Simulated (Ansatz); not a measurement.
Theory: DFT PBE, scalar-relativistic, plane waves, PAW (Ansatz 0.2.0). Settings: cutoff 420 eV, Γ-centred meshes spaced at most about 0.3 Å⁻¹, and about 0.25 Å⁻¹ or finer for metals (2π included), Gaussian smearing. No spin polarisation in the final relaxations.

These are static total energies at zero pressure.

Compare these two cells of C, each relaxed at this level.

1.

```
CELL_PARAMETERS angstrom
3.56403 -1.23768 0.00000
3.56403 1.23768 0.00000
-3.07126 0.00000 4.34308
ATOMIC_POSITIONS crystal
C 0.82394 0.82394 0.84225
C 0.17606 0.17606 0.15775
C 0.02031 0.02031 0.80791
C 0.56906 0.56906 0.67549
C 0.43094 0.43094 0.32451
C 0.97969 0.97969 0.19209
```

2.

```
CELL_PARAMETERS angstrom
3.42210 0.00000 0.00000
0.00000 3.42210 0.00000
0.00000 0.00000 3.23171
ATOMIC_POSITIONS crystal
C 0.00000 0.28151 0.62719
C 0.28151 0.00000 0.37281
C 0.71849 0.00000 0.37281
C 0.00000 0.71849 0.62719
C 0.00000 0.00000 0.00000
```

Question: Which would you expect to be lower, and how large is the difference?

Answer: Cell 1 is lower, by 123 meV/atom. Cell 1 has space group C2/m (No. 12), 6.4 Å³/atom and no gap on its mesh; cell 2 has space group P-4m2 (No. 115), 7.6 Å³/atom and a gap of 1.84 eV. Counting all near atoms (those within 1.25 times the shortest such distance or 1.15 times the sum of covalent radii; a slash parts the counts of unlike sites), cell 1 has C 3/4 and cell 2 has C 4. The denser one is the lower, and pressure would at first widen the difference. In cell 1, C on its first site has 3 C at 1.49–1.52 Å; C on its second site is surrounded by 4 C at 1.51–1.56 Å; C on its third site is surrounded by 4 C at 1.49–1.56 Å. In cell 2, C on a site of symmetry m has 4 C at 1.50–1.59 Å; C on a site of symmetry -4m2 has 4 C at 1.54 Å. Both come from invented guesses. A third cell relaxed alike, in Fmmm, lies 0.71 eV/atom below the lower of the two. The part of the Crystallography Open Database at hand lists C in space groups No. 58, 69, 71, 141, 166 and others; sharing a group (Fmmm) doesn't make a cell the listed structure.

Kohn–Sham gaps at this level usually fall short of measured ones. With atoms moved at random, P-4m2 came back. Other cells relaxed within their symmetry can be saddle points.
